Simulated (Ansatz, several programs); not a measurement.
ZnS (R3m) from a database structure, relaxed with PBE in Ansatz (plane waves, PAW): it is trigonal, R3m (No. 160); conventional cell a = 3.846 Å, c = 28.347 Å, 20.18 Å³ an atom. Zn is surrounded by 4 S at 2.36 Å; S is surrounded by 4 Zn at 2.36 Å. The cell was then scaled with its shape and fractional coordinates held, which makes it stiffer than a relaxed compression. (Simulation; spin polarisation is off.)

```csv
V (Å³/atom),E (meV/atom)
18.966,17.65
20.177,0.00
20.782,3.69
21.387,14.07
```

(1) Pass a cubic E = c₀ + c₁u + c₂u² + c₃u³, with u = V − 20.328 Å³, through these points.

(2) Where is the minimum, and what bulk modulus follows?

(3) Predict the energy and the pressure at the withheld volume, 19.571 Å³.

## Answers

(1) c₀ = 0.23, c₁ = +3.096, c₂ = 10.402, c₃ = -0.9275 (meV and Å³).

(2) dE/du = 0 at u = -0.146, so V₀ = 20.18 Å³. B = V₀ d²E/dV² = 20.18 × (2c₂ + 6c₃u) = 20.18 × 21.616 = 436 meV/Å³, and 1 meV/Å³ is 0.16022 GPa: 70 GPa. A third-order Birch-Murnaghan fit to all five points gives 20.18 Å³ and 69 GPa.

(3) With u = -0.757: E ≈ 4.25 meV and P = −dE/dV ≈ +2.28 GPa. The run gives 4.19 meV and, from its stress, +2.27 GPa.
